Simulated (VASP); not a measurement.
# Au (Im-3m) in VASP: settings compared

The runs below take Au through single point, with PBEsol, r2SCAN.

All numbers are computed with VASP 6.6.1; they aren't measurements. Logs are shortened: lines on timing, memory, paths and dates and some standing lists are left out, and cuts for length are marked.

### 1 The structure

Symmetry: Im-3m, No. 229, cubic system. The conventional cell has a = 3.241 Å, b = 3.241 Å, c = 3.241 Å, α = 90.00°, β = 90.00°, γ = 90.00°. Au (site symmetry m-3m) has 8 Au at 2.81 Å as nearest neighbours.

This isn't the form of Au at room conditions, which is fcc.

### 2 Single point, PBEsol

File INCAR:

```
SYSTEM = Au
PREC = Accurate ; ENCUT = 700
EDIFF = 1E-6 ; ISMEAR = 0
SIGMA = 0.1 ; LREAL = .False.
LASPH = .True. ; NELM = 60
ALGO = Normal ; ISIF = 2
LWAVE = .False. ; LCHARG = .False.
GGA = PS
```

File KPOINTS:

```
Automatic mesh
0
Gamma
  18 18 18
  0 0 0
```

File POSCAR:

```
Au
1.0
   -1.6204100000      1.6204100000      1.6204100000
    1.6204100000     -1.6204100000      1.6204100000
    1.6204100000      1.6204100000     -1.6204100000
Au
1
Direct
    0.0000000000      0.0000000000      0.0000000000
```

Potentials or basis: VASP PAW PBE potentials, release 64 (Au).

Command:

```
cat potpaw_PBE.64/Au/POTCAR > POTCAR
mpirun -np 1 vasp_std > vasp.out
```

OUTCAR:

```text
SYSTEM = Au
   PREC = Accurate
   ENCUT = 700
   EDIFF = 1E-6
   ISMEAR = 0
   LREAL = .False.
   LASPH = .True.
   NELM = 60
   ISIF = 2
   GGA = PS

 ion  position               nearest neighbor table
   1  0.000  0.000  0.000-

  LATTYP: Found a body centered cubic cell.
 ALAT       =     3.2408200000

  Lattice vectors:

 A1 = (  -1.6204100000,   1.6204100000,   1.6204100000)
 A2 = (   1.6204100000,  -1.6204100000,   1.6204100000)
 A3 = (   1.6204100000,   1.6204100000,  -1.6204100000)

Analysis of symmetry for initial positions (statically):
=====================================================================
 Subroutine PRICEL returns:
 Original cell was already a primitive cell.

 Routine SETGRP: Setting up the symmetry group for a
 body centered cubic supercell.

 Subroutine GETGRP returns: Found 48 space group operations
 (whereof 48 operations were pure point group operations)
 out of a pool of 48 trial point group operations.

The static configuration has the point symmetry O_h .

Analysis of symmetry for dynamics (positions and initial velocities):
=====================================================================
 Subroutine PRICEL returns:
 Original cell was already a primitive cell.

 Routine SETGRP: Setting up the symmetry group for a
 body centered cubic supercell.

 Subroutine GETGRP returns: Found 48 space group operations
 (whereof 48 operations were pure point group operations)
 out of a pool of 48 trial point group operations.

The dynamic configuration has the point symmetry O_h .

 Subroutine INISYM returns: Found 48 space group operations
 (whereof 48 operations are pure point group operations),
 and found     1 'primitive' translations

----------------------------------------------------------------------------------------

                                     Primitive cell

  volume of cell :      17.0190

  direct lattice vectors                    reciprocal lattice vectors
    -1.620410000  1.620410000  1.620410000     0.000000000  0.308563882  0.308563882
     1.620410000 -1.620410000  1.620410000     0.308563882  0.000000000  0.308563882
     1.620410000  1.620410000 -1.620410000     0.308563882  0.308563882  0.000000000

  length of vectors
     2.806632449  2.806632449  2.806632449     0.436375227  0.436375227  0.436375227

  position of ions in fractional coordinates (direct lattice)
     0.000000000  0.000000000  0.000000000

  ion indices of the primitive-cell ions
   primitive index   ion index
                 1           1

----------------------------------------------------------------------------------------

 KPOINTS: Automatic mesh

Automatic generation of k-mesh.
 Grid dimensions read from file:
 generate k-points for:   18   18   18

 Generating k-lattice:

  Cartesian coordinates                     Fractional coordinates (reciprocal lattice)
     0.000000000  0.017142438  0.017142438     0.055555556  0.000000000  0.000000000
     0.017142438  0.000000000  0.017142438     0.000000000  0.055555556  0.000000000
     0.017142438  0.017142438  0.000000000     0.000000000  0.000000000  0.055555556

  Length of vectors
     0.024243068  0.024243068  0.024243068

  Shift w.r.t. Gamma in fractional coordinates (k-lattice)
     0.000000000  0.000000000  0.000000000

 Subroutine IBZKPT returns following result:
 ===========================================

 Found    195 irreducible k-points:

 Following reciprocal coordinates:
            Coordinates               Weight
  0.000000  0.000000  0.000000      1.000000
  0.055556  0.000000  0.000000     12.000000
  0.111111  0.000000  0.000000     12.000000
  0.166667  0.000000  0.000000     12.000000
  0.222222  0.000000  0.000000     12.000000
  0.277778  0.000000  0.000000     12.000000
[... 16 lines left out ...]
  0.333333  0.111111  0.000000     48.000000
  0.388889  0.111111  0.000000     48.000000
 [... further k-points ...]
   k-points           NKPTS =    195   k-points in BZ     NKDIM =    195   number of bands    NBANDS=      9
   number of dos      NEDOS =    301   number of ions     NIONS =      1
   total plane-waves  NPLWV =  13824
   dimension x,y,z NGX =    24 NGY =   24 NGZ =   24
   dimension x,y,z NGXF=    48 NGYF=   48 NGZF=   48
   ions per type =               1
   NGX,Y,Z   is equivalent  to a cutoff of  14.22, 14.22, 14.22 a.u.
   NGXF,Y,Z  is equivalent  to a cutoff of  28.43, 28.43, 28.43 a.u.
 SYSTEM =  Au
   PREC   = accura    normal or accurate (medium, high low for compatibility)
   ISTART =      0    job   : 0-new  1-cont  2-samecut
   ICHARG =      2    charge: 1-file 2-atom 10-const
   ISPIN  =      1    spin polarized calculation?
   LNONCOLLINEAR =      F non collinear calculations
   LSORBIT =      F    spin-orbit coupling
   LASPH  =      T    aspherical Exc in radial PAW
   ENCUT  =  700.0 eV  51.45 Ry    7.17 a.u.   6.05  6.05  6.05*2*pi/ulx,y,z
   NELM   =     60;   NELMIN=  2; NELMDL= -5     # of ELM steps
   EDIFF  = 0.1E-05   stopping-criterion for ELM
   LREAL  =      F    real-space projection
   EDIFFG = 0.1E-04   stopping-criterion for IOM
   NSW    =      0    number of steps for IOM
   IBRION =     -1    ionic relax: 0-MD 1-quasi-New 2-CG
   NFREE  =      0    steps in history (QN), initial steepest desc. (CG)
   ISIF   =      2    stress and relaxation
   ISYM   =      2    0-nonsym 1-usesym 2-fastsym
   POTIM  = 0.5000    time-step for ionic-motion
   TEBEG  =    0.0;   TEEND  =   0.0 temperature during run
   PSTRESS=    0.0 pullay stress
   NELECT =      11.0000    total number of electrons
   NUPDOWN=      -1.0000    fix difference up-down
   EMIN   =  10.00;   EMAX   =-10.00  energy-range for DOS
   EFERMI =   0.00;   METHOD = LEGACY
   ISMEAR =     0;   SIGMA  =   0.10  broadening in eV -4-tet -1-fermi 0-gaus
   EFERMI_NEDOS =   21; number of points for ismear=-14 and -15
   IALGO  =     38    algorithm
   IMIX   =      4    mixing-type and parameters
     AMIX     =   0.40;   BMIX     =  1.00
     AMIX_MAG =   1.60;   BMIX_MAG =  1.00
  volume/ion in A,a.u.               =      17.02       114.85
  Fermi-wavevector in a.u.,A,eV,Ry     =   1.415449  2.674810 27.259206  2.003495
  Thomas-Fermi vector in A             =   2.536886
   LORBIT       =      0    0 simple, 1 ext, 2 COOP (PROOUT), +10 PAW based schemes
   GGA     = PS    functional components
   LHFCALC =     F    Hartree Fock is set to
   AEXX    =    0.0000 exact exchange contribution
   IVDW    =     0    specifies the selected vdW correction
   LEPSILON=     F    determine dielectric tensor
   LRPA    =     F    only Hartree local field effects (RPA)
 non-spin polarized calculation
 Gauss-broadening in eV      SIGMA  =   0.10
  energy-cutoff  :      700.00
  volume of cell :       17.02
 maximum number of plane-waves:       727
   NGX = 13   NGY = 13   NGZ = 13

 number of electron      11.0000001 magnetization

 Free energy of the ion-electron system (eV)
  ---------------------------------------------------
  ext. energy  EPLUGINS =         0.00000000
  ---------------------------------------------------
  free energy    TOTEN  =        -3.90489299 eV

  energy without entropy =       -3.90447076  energy(sigma->0) =       -3.90468188

 E-fermi :   9.3245     XC(G=0): -12.8955

 val. band max:        9.2814956242   @ k =   0.3889   0.0556   0.0556
 cond. band min:       9.3893391428   @ k =  -0.3333   0.3333   0.3333
 fundamental gap:      0.1078435186
 Fermi energy:         9.3244747296

 k-point     1 :       0.0000    0.0000    0.0000
  band No.  band energies     occupation
      1      -0.6231      2.00000
      2       4.4295      2.00000
      3       4.4295      2.00000
      4       4.4295      2.00000
      5       6.3867      2.00000
      6       6.3867      2.00000
      7      25.8006      0.00000
      8      25.8006      0.00000
      9      25.8006      0.00000

 k-point     2 :       0.0556    0.0000    0.0000
  band No.  band energies     occupation
      1      -0.5086      2.00000
      2       4.3924      2.00000
      3       4.4326      2.00000
      4       4.5110      2.00000
      5       6.3411      2.00000
      6       6.3893      2.00000
      7      25.8000      0.00000
      8      25.8338      0.00000
      9      25.9489      0.00000

 k-point     3 :       0.1111    0.0000    0.0000
  band No.  band energies     occupation
      1      -0.1740      2.00000
      2       4.2869      2.00000
      3       4.4378      2.00000
      4       4.7511      2.00000
      5       6.2295      2.00000
      6       6.3980      2.00000
      7      25.5966      0.00000
      8      25.8297      0.00000
      9      26.3817      0.00000

 k-point     4 :       0.1667    0.0000    0.0000
  band No.  band energies     occupation
      1       0.3493      2.00000
      2       4.1296      2.00000
      3       4.4447      2.00000
      4       5.1365      2.00000
      5       6.1145      2.00000
      6       6.4148      2.00000
      7      24.5787      0.00000
      8      25.4981      0.00000
      9      27.0633      0.00000
[... 205 lines left out ...]
 k-point    22 :       0.2778    0.1111    0.0000
  band No.  band energies     occupation
      1       2.2177      2.00000
      2       3.6490      2.00000
      3       4.8206      2.00000
      4       6.0725      2.00000
      5       6.6037      2.00000
      6       7.5400      2.00000
      7      17.9350      0.00000
      8      22.2602      0.00000
      9      24.2895      0.00000

 k-point    23 :       0.3333    0.1111    0.0000
  band No.  band energies     occupation
      1       2.3079      2.00000
      2       3.5203      2.00000
      3       5.4571      2.00000
      4       6.2038      2.00000
      5       6.7325      2.00000
      6       8.4378      2.00000
      7      15.7197      0.00000
      8      21.5729      0.00000
      9      23.4192      0.00000

 k-point    24 :       0.3889    0.1111    0.0000
  band No.  band energies     occupation
      1       2.2948      2.00000
      2       3.4400      2.00000
      3       5.8984      2.00000
      4       6.2481      2.00000
      5       7.0267      2.00000
      6       9.4565      0.06180
      7      13.7963      0.00000
      8      21.0995      0.00000
      9      22.8475      0.00000

 [... further k-points ...]
[... 5 lines left out ...]
  --------------------------------------------------------------------------------------
  -------------------------------------------------------------------------------------
  Total        0.0018194      0.0018194      0.0018194      0.0000000     -0.0000000     -0.0000000
  in kB        0.1712821      0.1712821      0.1712821      0.0000000     -0.0000000     -0.0000000
  external PRESSURE =       0.1712821 kB  Pullay stress =       0.0000000 kB

 VOLUME and BASIS-vectors are now :
 -----------------------------------------------------------------------------
  energy-cutoff  :      700.00
  volume of cell :       17.02
      direct lattice vectors                 reciprocal lattice vectors
    -1.620410000  1.620410000  1.620410000     0.000000000  0.308563882  0.308563882
     1.620410000 -1.620410000  1.620410000     0.308563882  0.000000000  0.308563882
     1.620410000  1.620410000 -1.620410000     0.308563882  0.308563882  0.000000000

 POSITION                                       TOTAL-FORCE (eV/Angst)
 -----------------------------------------------------------------------------------
      0.00000      0.00000      0.00000        -0.000000      0.000000     -0.000000
 -----------------------------------------------------------------------------------
    total drift:                               -0.000000      0.000000      0.000000

  FREE ENERGIE OF THE ION-ELECTRON SYSTEM (eV)
  ---------------------------------------------------
  free  energy   TOTEN  =        -3.9048929948 eV

  energy  without entropy=       -3.9044707640  energy(sigma->0) =       -3.90468188
```

It took 17 s on 1 thread of Intel Xeon Platinum 8259CL at 2.50GHz (Skylake/Cascade Lake), shared host; peak memory 0.18 GiB.

What came out:

```yaml
Free_energy: -3.9049 eV
Pressure: 0.0 GPa
Band_gap_on_the_k_mesh: none (metal or under the smearing width)
```

Caveat: the PAW data sets were made with another functional, which shifts forces and pressure a little. Spin-orbit coupling is left out, which matters for the levels of Au.

### 3 Single point, PBEsol

INCAR, as its differences from that of step 2:

```diff
@@ -1,3 +1,3 @@
 SYSTEM = Au
-PREC = Accurate ; ENCUT = 700
+PREC = Accurate ; ENCUT = 520
 EDIFF = 1E-6 ; ISMEAR = 0
```

File KPOINTS:

```
Automatic mesh
0
Gamma
  28 28 28
  0 0 0
```

POSCAR is that of step 2.

Potentials or basis: VASP PAW PBE potentials, release 64 (Au).

Command:

```
cat potpaw_PBE.64/Au/POTCAR > POTCAR
mpirun -np 1 vasp_std > vasp.out
```

OUTCAR:

```text
SYSTEM = Au
   PREC = Accurate
   ENCUT = 520
   EDIFF = 1E-6
   ISMEAR = 0
   LREAL = .False.
   LASPH = .True.
   NELM = 60
   ISIF = 2
   GGA = PS

 ion  position               nearest neighbor table
   1  0.000  0.000  0.000-

  LATTYP: Found a body centered cubic cell.
 ALAT       =     3.2408200000

  Lattice vectors:

 A1 = (  -1.6204100000,   1.6204100000,   1.6204100000)
 A2 = (   1.6204100000,  -1.6204100000,   1.6204100000)
 A3 = (   1.6204100000,   1.6204100000,  -1.6204100000)

Analysis of symmetry for initial positions (statically):
=====================================================================
 Subroutine PRICEL returns:
 Original cell was already a primitive cell.

 Routine SETGRP: Setting up the symmetry group for a
 body centered cubic supercell.

 Subroutine GETGRP returns: Found 48 space group operations
 (whereof 48 operations were pure point group operations)
 out of a pool of 48 trial point group operations.

The static configuration has the point symmetry O_h .

Analysis of symmetry for dynamics (positions and initial velocities):
=====================================================================
 Subroutine PRICEL returns:
 Original cell was already a primitive cell.

 Routine SETGRP: Setting up the symmetry group for a
 body centered cubic supercell.

 Subroutine GETGRP returns: Found 48 space group operations
 (whereof 48 operations were pure point group operations)
 out of a pool of 48 trial point group operations.

The dynamic configuration has the point symmetry O_h .

 Subroutine INISYM returns: Found 48 space group operations
 (whereof 48 operations are pure point group operations),
 and found     1 'primitive' translations

----------------------------------------------------------------------------------------

                                     Primitive cell
[... 106 lines left out ...]
   IALGO  =     38    algorithm
   IMIX   =      4    mixing-type and parameters
     AMIX     =   0.40;   BMIX     =  1.00
     AMIX_MAG =   1.60;   BMIX_MAG =  1.00
  volume/ion in A,a.u.               =      17.02       114.85
  Fermi-wavevector in a.u.,A,eV,Ry     =   1.415449  2.674810 27.259206  2.003495
  Thomas-Fermi vector in A             =   2.536886
   LORBIT       =      0    0 simple, 1 ext, 2 COOP (PROOUT), +10 PAW based schemes
   GGA     = PS    functional components
   LHFCALC =     F    Hartree Fock is set to
   AEXX    =    0.0000 exact exchange contribution
   IVDW    =     0    specifies the selected vdW correction
   LEPSILON=     F    determine dielectric tensor
   LRPA    =     F    only Hartree local field effects (RPA)
 non-spin polarized calculation
 Gauss-broadening in eV      SIGMA  =   0.10
  energy-cutoff  :      520.00
  volume of cell :       17.02
 maximum number of plane-waves:       478
 NGX is ok and might be reduce to    24
   NGX = 11   NGY = 11   NGZ = 11

 number of electron      11.0000001 magnetization

 Free energy of the ion-electron system (eV)
  ---------------------------------------------------
  ext. energy  EPLUGINS =         0.00000000
  ---------------------------------------------------
  free energy    TOTEN  =        -3.90378287 eV

  energy without entropy =       -3.90285369  energy(sigma->0) =       -3.90331828

 E-fermi :   9.2790     XC(G=0): -12.8947

 val. band max:        9.2570463750   @ k =  -0.4286   0.4286   0.1429
 cond. band min:       9.2851944894   @ k =   0.3929   0.0714   0.0357
 fundamental gap:      0.0281481145
 Fermi energy:         9.2789731403

 k-point     1 :       0.0000    0.0000    0.0000
  band No.  band energies     occupation
      1      -0.6230      2.00000
      2       4.4347      2.00000
      3       4.4347      2.00000
      4       4.4347      2.00000
      5       6.3911      2.00000
      6       6.3911      2.00000
      7      25.8003      0.00000
      8      25.8003      0.00000
      9      25.8003      0.00000
[... 265 lines left out ...]
 k-point    24 :       0.3214    0.0357    0.0000
  band No.  band energies     occupation
      1       1.9813      2.00000
      2       3.5754      2.00000
      3       5.4051      2.00000
      4       6.1964      2.00000
      5       6.5506      2.00000
      6       7.0151      2.00000
      7      17.6607      0.00000
      8      22.7973      0.00000
      9      25.1676      0.00000

 [... further k-points ...]
[... 5 lines left out ...]
  --------------------------------------------------------------------------------------
  -------------------------------------------------------------------------------------
  Total        0.0097124      0.0097124      0.0097124      0.0000000      0.0000000     -0.0000000
  in kB        0.9143278      0.9143278      0.9143278      0.0000000      0.0000000     -0.0000000
  external PRESSURE =       0.9143278 kB  Pullay stress =       0.0000000 kB

 VOLUME and BASIS-vectors are now :
 -----------------------------------------------------------------------------
  energy-cutoff  :      520.00
  volume of cell :       17.02
      direct lattice vectors                 reciprocal lattice vectors
    -1.620410000  1.620410000  1.620410000     0.000000000  0.308563882  0.308563882
     1.620410000 -1.620410000  1.620410000     0.308563882  0.000000000  0.308563882
     1.620410000  1.620410000 -1.620410000     0.308563882  0.308563882  0.000000000

 POSITION                                       TOTAL-FORCE (eV/Angst)
 -----------------------------------------------------------------------------------
      0.00000      0.00000      0.00000         0.000000     -0.000000      0.000000
 -----------------------------------------------------------------------------------
    total drift:                               -0.000000      0.000000     -0.000000

  FREE ENERGIE OF THE ION-ELECTRON SYSTEM (eV)
  ---------------------------------------------------
  free  energy   TOTEN  =        -3.9037828716 eV

  energy  without entropy=       -3.9028536908  energy(sigma->0) =       -3.90331828
```

OSZICAR:

```text
N       E                     dE             d eps       ncg     rms          rms(c)
DAV:   1     0.423204569712E+02    0.42320E+02   -0.58612E+03 12280   0.109E+03
DAV:   2    -0.386549554781E+01   -0.46186E+02   -0.43306E+02 11667   0.200E+02
DAV:   3    -0.425335324661E+01   -0.38786E+00   -0.38724E+00 12817   0.192E+01
DAV:   4    -0.425445006209E+01   -0.10968E-02   -0.10968E-02 12020   0.108E+00
DAV:   5    -0.425445721468E+01   -0.71526E-05   -0.71521E-05 12169   0.893E-02    0.932E+00
DAV:   6    -0.393004376933E+01    0.32441E+00   -0.11046E+00 11318   0.100E+01    0.581E+00
DAV:   7    -0.390693758340E+01    0.23106E-01   -0.86944E-02 11904   0.273E+00    0.286E+00
DAV:   8    -0.390379223718E+01    0.31453E-02   -0.15250E-03 11751   0.457E-01    0.271E-01
DAV:   9    -0.390377927718E+01    0.12960E-04   -0.71105E-06 12016   0.285E-02    0.148E-02
DAV:  10    -0.390378287892E+01   -0.36017E-05   -0.10357E-06 11662   0.112E-02    0.269E-03
DAV:  11    -0.390378287162E+01    0.73074E-08   -0.34110E-08  5772   0.188E-03
   1 F= -.39037829E+01 E0= -.39033183E+01  d E =-.929181E-03
```

It took 44 s on 1 thread of Intel Xeon Platinum 8259CL at 2.50GHz (Skylake/Cascade Lake), shared host; peak memory 0.23 GiB.

Results:

| Property | Result |
| --- | --- |
| Free energy | -3.9038 eV |
| Pressure | 0.1 GPa |
| Band gap on the k mesh | none (metal or under the smearing width) |

Caveat: the PAW data sets were made with another functional, which shifts forces and pressure a little. The run has no spin-orbit coupling, so splittings on Au are missing.

(Part 1 of 2 ends here.)
